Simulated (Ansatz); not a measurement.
Base system: RbBr in the rock salt structure (space group Fm-3m, No. 225).

```
CELL_PARAMETERS angstrom
      0.00000     3.42164     3.42164
      3.42164     0.00000     3.42164
      3.42164     3.42164     0.00000
ATOMIC_POSITIONS crystal
  Rb 0.00000 0.00000 0.00000
  Br 0.50000 0.50000 0.50000
```

Cartesian axes are those of the cell as printed.

Calculations: PBEsol, PAW, 420 eV (Ansatz, a first-principles code; no spin-orbit coupling).

Modification: an isotropic linear strain of +3.00 %; the atoms relax in the strained cell.

**Question.** Predict the stress tensor and what it implies for the stiffness.

**Answer.** Stress of the strained cell less that of the base (GPa, compression positive):
```
  -0.98    0.00    0.00
   0.00   -0.98    0.00
   0.00    0.00   -0.98
```

Then B = −ΔP/(ΔV/V₀) with ΔV/V₀ = 0.0927 gives secant stiffness values (nonlinear terms included at this strain): B ≈ 11 GPa.

As a check, the harmonic strain energy −½ V₀ Δσ:ε is 11 meV/atom; the computed energy rise is 12 meV/atom.

Stability against distortions was not tested.
